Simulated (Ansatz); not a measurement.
CdS in the zincblende structure, relaxed with r2SCAN in the PAW code Ansatz: the symmetry is F-43m (No. 216, cubic); conventional cell a = 5.878 Å, 25.39 Å³ an atom. Cd has 4 S at 2.55 Å; S has 4 Cd at 2.55 Å. The cell was then strained (x, y and z are the cube axes), with the atoms relaxed again; stress is positive in compression. Calculated for a static, non-magnetic cell.

- Uniaxial -1.05 % along x, other directions held: r2SCAN's stress changes by +0.77 GPa along the strain and +0.59 GPa across it.
- Isotropic +1.0 % on every length: the pressure changes by -1.69 GPa, and the HSE06 gap (Γ) goes from 2.106 to 2.031 eV.
- Epitaxial strain of -1.0 % in the (001) plane: the free normal strain is +1.44 % and the in-plane stress changes by +0.49 GPa.
- In that film r2SCAN's threefold valence top at Γ splits as 2+1 from the top, by 0.078 eV.
- Uniaxial strain of -1.13 % along [111], atoms relaxed: the xy stress changes by +0.192 GPa.
- That strain splits the valence top at Γ by 0.042 eV (r2SCAN).

Q: Estimate C₁₁, C₁₂ and the bulk modulus from the uniaxial step.

A: With compression positive, C₁₁ ≈ −Δσ∥/ε = (-0.77)/(-0.0105) = 73 GPa and C₁₂ ≈ (-0.59)/(-0.0105) = 56 GPa; B = (C₁₁ + 2C₁₂)/3 = 62 GPa. A one-sided step carries third-order terms: it reads high by some per cent.

Q: What bulk modulus does the isotropic step give?

A: Δ ln V = 3 ln(1.0100) = +0.0299, so B ≈ −ΔP/Δ ln V = 57 GPa, against 62 GPa from C₁₁ and C₁₂; one-sided steps of finite size carry third-order terms.

Q: Give the volume deformation potential of that gap and its pressure coefficient.

A: a_V = ΔE_g/Δ ln V = (-0.075)/(+0.0299) = -2.51 eV; dE_g/dP = −a_V/B = +44 meV/GPa, with HSE06's gap and r2SCAN's modulus.

Q: What do the film's normal strain and stress say about the elastic constants?

A: ε⊥/ε∥ = (+0.0144)/(-0.0100) = -1.44, which linear elasticity sets to −2C₁₂/C₁₁ = -1.53 from the uniaxial step. The biaxial modulus is M = −Δσ/ε∥ = 49 GPa (C₁₁ + C₁₂ − 2C₁₂²/C₁₁ = 43 GPa).

Q: How much elastic energy does the film store, with 25.39 Å³ an atom?

A: u = M ε∥² = −Δσ ε∥ = -0.49 × (-0.0100) = 0.0049 GPa, and 1 GPa Å³ is 6.2415 meV: 0.78 meV an atom. The total energies of the two runs differ by 0.73 meV an atom.

Q: Extract the shear deformation potential b.

A: Without spin-orbit coupling the splitting is 3|b| |ε_zz − ε_xx| = 3|b| × 0.0244, so |b| = 0.078/0.0732 = 1.07 eV.

Q: Estimate C₄₄.

A: A strain ε along [111] has ε_xy = ε/3 = -0.00377, an engineering shear of 2ε/3, so C₄₄ ≈ −Δσ_xy/(2ε/3) = 25 GPa, atoms relaxed.

Q: Extract the deformation potential d.

A: Without spin-orbit coupling the splitting is 3√3 |d| ε_xy = √3 |d| |ε|, so |d| = 0.042/(1.732 × 0.0113) = 2.15 eV.

The runs are scalar-relativistic, without spin-orbit coupling.

The meshes of the hybrids are coarse, so their gaps aren't converged to the digits shown.
